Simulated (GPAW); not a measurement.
A run of GPAW 26.7.0:

Contents of run.py:

```python
from ase.dft.bandgap import bandgap
from ase.io import read, write
from ase.units import GPa
from gpaw import GPAW, PW

atoms = read('POSCAR')
atoms.set_initial_magnetic_moments([3.0, 3.0])

calc = GPAW(mode=PW(500),
            xc='MGGA_X_R2SCAN+MGGA_C_R2SCAN',
            kpts={'size': (10, 10, 6), 'gamma': True},
            occupations={'name': 'fermi-dirac', 'width': 0.05},
            nbands=21,
            maxiter=120,
            txt='gpaw.txt')
atoms.calc = calc
energy = atoms.get_potential_energy()
forces = atoms.get_forces()
stress = atoms.get_stress()
calc.write('gs.gpw')
write('result.traj', atoms)
print(f'Energy: {energy:.6f} eV')
print('Forces (eV/A):')
print(forces.round(4))
print('Stress (GPa):', (stress / GPa).round(3))
print('Moments:', calc.get_magnetic_moments().round(3))
print('Fermi level:', round(calc.get_fermi_level(), 4), 'eV')
print(f'Gap: {bandgap(calc)[0]:.4f} eV, direct: {bandgap(calc, direct=True)[0]:.4f} eV')
```

File POSCAR:

```
Co
1.0
    2.4719999032      0.0000000000      0.0000000000
   -1.2359999516      2.1408147143      0.0000000000
    0.0000000000      0.0000000000      4.0211440800
Co
2
Direct
    0.6666666667      0.3333333333      0.7500000000
    0.3333333333      0.6666666667      0.2500000000
```

Potentials or basis: GPAW PAW data sets (gpaw-data 1.2.1), pw.

Run with:

```sh
$ OMP_NUM_THREADS=1 python run.py
```

Hardware: 1 thread of Arm Neoverse V2 (shared host).

Question: Estimate the wall time of this run.

Answer: Run time: 93 s on 1 thread of Arm Neoverse V2, with other jobs on the host, peak memory 0.23 GiB. Counts: scf iterations 11, plane waves 561, bands 21, k points 72.
